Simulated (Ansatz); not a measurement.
Sc:

```xyz
2
Lattice="3.3090 0.0000 0.0000 -1.6545 2.8657 0.0000 0.0000 0.0000 5.2733" Properties=species:S:1:pos:R:3 pbc="T T T"
Sc    1.6545    0.9552    3.9550
Sc    0.0000    1.9105    1.3183
```

Program: Ansatz 0.2.0. Alike in all runs: cell as given.

Q: Order these runs on this cell by their pressure, lowest first.
A. level PBEsol+U; potentials or basis all-electron LAPW, scalar-relativistic; spin off; U Sc d U = 4.3 eV; k mesh 9 × 9 × 5; cutoff (eV) 167; smearing fermi-dirac 0.05 eV; basis error allowed 0.001 eV/atom
B. level RPBE+D3(BJ); potentials or basis all-electron LAPW, relativistic spinors; spin non-collinear, antiferromagnetic start, SOC; k mesh 7 × 7 × 4; cutoff (eV) 181; smearing gaussian 0.01 eV; basis error allowed 0.0005 eV/atom
C. level PBEsol; potentials or basis all-electron LAPW, non-relativistic; spin off; k mesh 9 × 9 × 5; cutoff (eV) 167; smearing fermi-dirac 0.05 eV; basis error allowed 0.001 eV/atom
D. level RPBE; potentials or basis all-electron LAPW, scalar-relativistic; spin off; k mesh 9 × 9 × 5; cutoff (eV) 167; smearing gaussian 0.05 eV; basis error allowed 0.001 eV/atom
E. level LDA+D3(BJ); potentials or basis all-electron LAPW, scalar-relativistic; spin off; k mesh 9 × 9 × 5; cutoff (eV) 168; smearing fermi-dirac 0.05 eV; basis error allowed 0.001 eV/atom

A: B (-19.6 GPa), E (-7.8 GPa), C (-2.7 GPa), D (1.3 GPa), A (5.0 GPa).

Caveats: pairwise dispersion overbinds metals, which lowers pressure and volume (some runs); U is the effective U less J, on atomic orbitals that reach past the spheres (some runs); U without spin polarisation on a metal has little footing (some runs); the U is typed as a test and isn't derived for this compound (some runs); the k mesh is thin for a metal, which can move the energy by tens of meV per atom (some runs); so large a pressure means that the cell lies far from this level's equilibrium, or that cutoff or potentials fall short (some runs).

Not every run made on this cell is shown here.
